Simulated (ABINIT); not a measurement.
Crystal: BN.

```
CELL_PARAMETERS angstrom
1.25112 0.72234 3.37293
-1.25112 0.72234 3.37293
0.00000 -1.44467 3.37293
ATOMIC_POSITIONS crystal
N 0.66724 0.66724 0.66724
B 0.00033 0.00033 0.00033
```

The cell is a database's computed one.

Base run:

```yaml
Program: ABINIT 10.8.3 (patched build)
Functional: BLYP
Potentials_or_basis: JTH PAW PBE v2.0
Cutoff: 844 eV
k_mesh: 12 × 12 × 12
Occupations: fermi-dirac, width 0.05 eV
Spin: no spin polarisation
```

Its results: band gap on the k mesh 4.35 eV, indirect (least direct gap 4.75 eV); pressure 5.4 GPa.

Q: The run is repeated on the same cell with these changes: functional from BLYP to AM05. What comes out?

A: Band gap on the k mesh 4.22 eV, indirect (least direct gap 4.64 eV); pressure 1.5 GPa.

AM05 binds more tightly than BLYP, so the same cell stands under less pressure.

Caveats: the PAW data sets were made with another functional, which shifts forces and pressure a little; the atomic spheres overlap.

A k mesh can miss the band edges.
